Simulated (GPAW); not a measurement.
## How NaF (Villiaumite) absorbs and reflects light

Aim: the dielectric function of NaF (Villiaumite), and the optical constants that follow from it.

Calculated with GPAW 26.7.0; DFT, PBE, plane-wave PAW (GPAW data sets), scalar-relativistic, RPA, optical limit.

Report form: the programs' logs are mostly left out.

### Step 1. Set-up

The structure is cubic, space group Fm-3m (No. 225). The conventional cell has a = 4.640 Å, b = 4.640 Å, c = 4.640 Å, α = 90.00°, β = 90.00°, γ = 90.00°. Nearest to Na lie 6 F at 2.32 Å. Nearest to F lie 6 Na at 2.32 Å. Farther neighbours and most contacts between anions are not listed.

### Step 2. Ground state

The self-consistent density comes first; it also tells whether there is a gap, which decides the occupations and the need for a Drude term.

This step: DFT, PBE, plane-wave PAW (GPAW data sets), scalar-relativistic, ground state (GPAW 26.7.0).

Contents of gs.py:

```python
from ase import Atoms
from ase.dft.bandgap import bandgap
from gpaw import GPAW, PW, FermiDirac

atoms = Atoms(['Na', 'F'],
              cell=[[0.000000000000, 2.320000000000, 2.320000000000],
                    [2.320000000000, 0.000000000000, 2.320000000000],
                    [2.320000000000, 2.320000000000, 0.000000000000]],
              scaled_positions=[[0.000000000000, 0.000000000000, 0.000000000000],
                                [0.500000000000, 0.500000000000, 0.500000000000]],
              pbc=[True, True, True])
atoms.calc = GPAW(mode=PW(500), xc='PBE', kpts={'size': (8, 8, 8), 'gamma': True},
                  occupations=FermiDirac(0.05), maxiter=150, txt='gs.txt')
print('energy (eV)', atoms.get_potential_energy())
print('Fermi level (eV)', atoms.calc.get_fermi_level())
print('valence electrons', atoms.calc.get_number_of_electrons())
print('gap (eV)', bandgap(atoms.calc, output=None)[0])
print('direct gap (eV)', bandgap(atoms.calc, direct=True, output=None)[0])
atoms.calc.write('gs.gpw')
```

On the command line:

```sh
> OMP_NUM_THREADS=1 python gs.py
```

Run time: 6.7 s. Hardware: 1 thread of Arm Neoverse V1, shared host; peak memory 0.13 GiB.

Read-outs, printed or worked out from the files:

```
energy                 : -8.411 eV
Fermi energy           : 0.1479 eV
gap on the k-mesh      : 6.299 eV
direct gap on the mesh : 6.299 eV
electrons              : 14
```

There is a gap, 6.30 eV on this mesh (points off the mesh can give less), so no carriers' term is needed.

### Step 3. Bands for the response

At the fixed density, many empty bands are solved on the mesh of the response, since the spectrum sums over them.

This step: DFT, PBE, plane-wave PAW (GPAW data sets), scalar-relativistic, bands at fixed density (GPAW 26.7.0).

Contents of nscf.py:

```python
from ase.dft.bandgap import bandgap
from gpaw import GPAW, FermiDirac

calc = GPAW('gs.gpw').fixed_density(kpts={'size': (13, 13, 13), 'gamma': True}, nbands=28, convergence={'bands': 22},
                                    occupations=FermiDirac(0.001), txt='nscf.txt')
print('gap (eV)', bandgap(calc, output=None)[0])
print('direct gap (eV)', bandgap(calc, direct=True, output=None)[0])
print('top band over the Fermi level (eV)', min(calc.get_eigenvalues(kpt=k)[21] for k in range(len(calc.get_ibz_k_points()))) - calc.get_fermi_level())
calc.write('full.gpw', mode='all')
```

On the command line:

```sh
> OMP_NUM_THREADS=1 python nscf.py
```

Wall time 29 s (1 thread); peak memory 0.16 GiB.

### Step 4. Dielectric function, RPA

Local fields let the induced charge screen the field inside the cell, which as a rule lowers ε, most along directions where the density is uneven.

This step: DFT, PBE, plane-wave PAW (GPAW data sets), scalar-relativistic, RPA, optical limit (GPAW 26.7.0).

Contents of df.py:

```python
from gpaw.response.df import DielectricFunction

df = DielectricFunction('full.gpw', frequencies={'type': 'nonlinear', 'domega0': 0.03, 'omega2': 8},
                        ecut=60,
                        eta=0.2,
                        nbands=22,
                        txt='df.txt')
for direction in ['x']:
    df.get_dielectric_function(xc='RPA', direction=direction, filename=f'df_{direction}.csv')
```

On the command line:

```sh
> OMP_NUM_THREADS=1 python df.py
```

Elapsed: 6.5 s, on 1 thread; peak memory 0.21 GiB.

This step gave:

```
electronic dielectric constant ε∞, mean over x, y and z (by symmetry where fewer were run) : 1.760
main peak of Im epsilon, first axis                                                        : 13.99 eV
```

Some rows of df_x.csv (energy; Re and Im without local fields; Re and Im with them):

```text
0.000000, 1.821882, -0.000000, 1.760393, -0.000000
0.555532, 1.823534, 0.001195, 1.761921, 0.001106
1.143969, 1.828964, 0.002518, 1.766946, 0.002331
1.768324, 1.839161, 0.004060, 1.776392, 0.003763
2.431988, 1.855682, 0.005982, 1.791712, 0.005552
3.138794, 1.881127, 0.008583, 1.815354, 0.007984
3.893091, 1.920281, 0.012538, 1.851841, 0.011707
4.699832, 1.983479, 0.019791, 1.911011, 0.018586
5.564682, 2.101279, 0.039717, 2.022175, 0.037685
6.494155, 2.351737, 0.280583, 2.260411, 0.271016
7.495775, 2.254176, 0.561086, 2.157179, 0.539449
8.578281, 2.029992, 0.784748, 1.933892, 0.751484
9.751884, 1.880821, 0.767360, 1.772613, 0.726083
11.028587, 1.846298, 0.943698, 1.726521, 0.864091
12.422601, 1.622599, 0.766216, 1.483546, 0.672710
13.950874, 1.400342, 1.816222, 1.542938, 1.488043
15.633783, 1.052287, 0.845946, 1.039849, 0.735406
17.496047, 1.081110, 0.691477, 1.092023, 0.573742
19.567954, 1.083986, 1.075689, 1.219694, 0.841066
```

The Im ε, E ∥ x has structure finer than the step of the table below, so its rows give means over 1 eV, whole bins alone (the curve runs from 0 to 21.9 eV). Peaks (eV: height): 11.3: 0.983, 14.0: 1.49, 20.4: 1.01.

Values under the direct gap are tails of Lorentzian lines. The Im ε, E ∥ x by photon energy; means over each step:

photon energy (eV), Im ε, E ∥ x and a bar:
```
        1       0.00 
        2       0.00 
        3       0.01 
        4       0.01 
        5       0.02 #
        6       0.10 ##
        7       0.43 ##########
        8       0.61 ##############
        9       0.69 ################
       10       0.76 ##################
       11       0.91 #####################
       12       0.77 ##################
       13       0.68 ################
       14       1.28 ##############################
       15       0.88 #####################
       16       0.71 #################
       17       0.63 ###############
       18       0.58 ##############
       19       0.70 ################
       20       0.93 ######################
       21       0.68 ################
```

Table of Re ε, E ∥ x by photon energy:

| photon energy (eV) | Re ε, E ∥ x |
| --- | --- |
| 0 | 1.76 |
| 1 | 1.77 |
| 2 | 1.78 |
| 3 | 1.81 |
| 4 | 1.86 |
| 5 | 1.94 |
| 6 | 2.13 |
| 7 | 2.22 |
| 8 | 2.00 |
| 9 | 1.86 |
| 10 | 1.83 |
| 11 | 1.72 |
| 12 | 1.46 |
| 13 | 1.67 |
| 14 | 1.45 |
| 15 | 0.956 |
| 16 | 1.07 |
| 17 | 1.08 |
| 18 | 1.14 |
| 19 | 1.26 |
| 20 | 1.05 |
| 21 | 0.615 |

Refractive index n and extinction k against photon energy:

| photon energy (eV) | n | k |
| --- | --- | --- |
| 0 | 1.33 | 0 |
| 1 | 1.33 | 7.6e-4 |
| 2 | 1.33 | 0.00163 |
| 3 | 1.35 | 0.00277 |
| 4 | 1.36 | 0.00454 |
| 5 | 1.39 | 0.00820 |
| 6 | 1.46 | 0.0246 |
| 7 | 1.50 | 0.156 |
| 8 | 1.43 | 0.211 |
| 9 | 1.38 | 0.231 |
| 10 | 1.38 | 0.256 |
| 11 | 1.35 | 0.317 |
| 12 | 1.25 | 0.311 |
| 13 | 1.31 | 0.238 |
| 14 | 1.33 | 0.559 |
| 15 | 1.06 | 0.403 |
| 16 | 1.08 | 0.316 |
| 17 | 1.08 | 0.289 |
| 18 | 1.10 | 0.275 |
| 19 | 1.16 | 0.311 |
| 20 | 1.11 | 0.419 |
| 21 | 0.865 | 0.365 |

The loss function −Im 1/ε at q → 0, E ∥ x has structure finer than the step of the table below, so its rows give means over 0.5 eV, whole bins alone (the curve runs from 0 to 21.9 eV). Peaks (eV: height): 11.63: 0.308, 14.96: 0.524, 20.95: 0.825.

Values under the direct gap are tails of Lorentzian lines. Table of loss function −Im 1/ε at q → 0, E ∥ x by energy loss; means over each step:

| energy loss (eV) | loss function −Im 1/ε at q → 0, E ∥ x |
| --- | --- |
| 0.5 | 3.2e-4 |
| 1.0 | 6.5e-4 |
| 1.5 | 1.0e-3 |
| 2.0 | 0.00137 |
| 2.5 | 0.00179 |
| 3.0 | 0.00228 |
| 3.5 | 0.00286 |
| 4.0 | 0.00360 |
| 4.5 | 0.00460 |
| 5.0 | 0.00610 |
| 5.5 | 0.00885 |
| 6.0 | 0.0170 |
| 6.5 | 0.0513 |
| 7.0 | 0.0910 |
| 7.5 | 0.114 |
| 8.0 | 0.137 |
| 8.5 | 0.155 |
| 9.0 | 0.162 |
| 9.5 | 0.188 |
| 10.0 | 0.187 |
| 10.5 | 0.216 |
| 11.0 | 0.242 |
| 11.5 | 0.297 |
| 12.0 | 0.283 |
| 12.5 | 0.248 |
| 13.0 | 0.203 |
| 13.5 | 0.207 |
| 14.0 | 0.346 |
| 14.5 | 0.490 |
| 15.0 | 0.505 |
| 15.5 | 0.457 |
| 16.0 | 0.426 |
| 16.5 | 0.428 |
| 17.0 | 0.405 |
| 17.5 | 0.379 |
| 18.0 | 0.360 |
| 18.5 | 0.320 |
| 19.0 | 0.342 |
| 19.5 | 0.381 |
| 20.0 | 0.468 |
| 20.5 | 0.634 |
| 21.0 | 0.778 |
| 21.5 | 0.621 |

Values under the direct gap are tails of Lorentzian lines. Im ε, E ∥ x against photon energy; read off at these points:

| photon energy (eV) | without local fields | with local fields |
| --- | --- | --- |
| 0.00 | 0 | 0 |
| 0.50 | 0.00107 | 9.9e-4 |
| 1.00 | 0.00219 | 0.00202 |
| 1.50 | 0.00337 | 0.00313 |
| 2.00 | 0.00469 | 0.00435 |
| 2.50 | 0.00620 | 0.00576 |
| 3.00 | 0.00801 | 0.00745 |
| 3.50 | 0.0103 | 0.00957 |
| 4.00 | 0.0133 | 0.0124 |
| 4.50 | 0.0175 | 0.0164 |
| 5.00 | 0.0243 | 0.0228 |
| 5.50 | 0.0371 | 0.0352 |
| 6.00 | 0.0749 | 0.0717 |
| 6.50 | 0.284 | 0.275 |
| 7.00 | 0.485 | 0.468 |
| 7.50 | 0.564 | 0.542 |
| 8.00 | 0.628 | 0.604 |
| 8.50 | 0.770 | 0.735 |
| 9.00 | 0.672 | 0.640 |
| 9.50 | 0.866 | 0.818 |
| 10.00 | 0.752 | 0.704 |
| 10.50 | 0.955 | 0.885 |
| 11.00 | 0.933 | 0.856 |
| 11.25 | 1.07 | 0.983 |
| 11.50 | 1.00 | 0.925 |
| 12.00 | 0.863 | 0.778 |
| 12.50 | 0.762 | 0.664 |
| 13.00 | 0.767 | 0.626 |
| 13.50 | 1.18 | 0.878 |
| 13.86 | 1.82 | 1.43 |
| 14.00 | 1.77 | 1.48 |
| 14.50 | 1.21 | 1.11 |
| 15.00 | 0.931 | 0.852 |
| 15.50 | 0.868 | 0.763 |
| 16.00 | 0.807 | 0.684 |
| 16.50 | 0.833 | 0.701 |
| 17.00 | 0.751 | 0.624 |
| 17.50 | 0.692 | 0.574 |
| 18.00 | 0.743 | 0.607 |
| 18.50 | 0.711 | 0.559 |
| 19.00 | 0.936 | 0.723 |
| 19.50 | 1.05 | 0.814 |
| 19.81 | 1.12 | 0.924 |
| 20.00 | 1.08 | 0.929 |
| 20.44 | 1.03 | 1.01 |
| 20.50 | 0.979 | 0.987 |
| 21.00 | 0.589 | 0.631 |
| 21.50 | 0.495 | 0.498 |

At chosen wavelengths:

| wavelength (nm) | n | k | R (%) | 1/α |
| --- | --- | --- | --- | --- |
| 800 | 1.33 | 0.001 | 2.0 | 52 µm |
| 532 | 1.34 | 0.002 | 2.1 | 22 µm |
| 450 | 1.34 | 0.002 | 2.1 | 15 µm |
| 405 | 1.35 | 0.003 | 2.2 | 11 µm |
| 365 | 1.35 | 0.003 | 2.2 | 8.6 µm |
| 248 | 1.39 | 0.008 | 2.7 | 2.4 µm |
| 193 | 1.50 | 0.074 | 4.1 | 207 nm |

Below the direct gap, k and the depth come from the tails of the Lorentzian lines, not from transitions.

Rows near the edge hang on the gap, which this functional as a rule makes too small, and phonon-assisted absorption is left out.

### Step 5. Results

- electronic dielectric constant ε∞, mean over x, y and z (by symmetry where fewer were run) (RPA): 1.76
- main peak of Im epsilon, first axis: 14.0 eV

In words: At this level (PBE, RPA) NaF has ε∞ = 1.76 and n = 1.33 at 1550 nm, and Im ε peaks at 14.0 eV. On the mesh the gap is 6.30 eV and the least direct gap 6.30 eV. Local fields change the static value along x from 1.82 to 1.76 (-3 %). Distinct maxima of Im ε, read by a parabola through the highest points, lie at 9.51 eV (0.82), 11.26 eV (0.98), 13.99 eV (1.5) and 20.39 eV (1.0). Excitons and phonon-assisted transitions are missing; PBE gaps are as a rule too small, which pulls the onset down and ε∞ up. The sum runs over mesh points, so small or evenly spaced maxima can still be ripples of the mesh. In this version of GPAW the matrix elements of the optical limit are incomplete, which can lower ε − 1 by up to a tenth where first-row anions or d states rule, and shift it by more in d metals.

[Machine, clock and banner lines and Python warnings are left out of the logs.]

[Logs are printed without paths, hosts, clocks, repeated set-up lines and the standing remarks that a program may print on its own settings, such as how far it seeks lower states.]

[Hosts, paths, dates, database ids (printed as entryN), source tags and the programs' standing remarks are cut or masked in the printed files.]
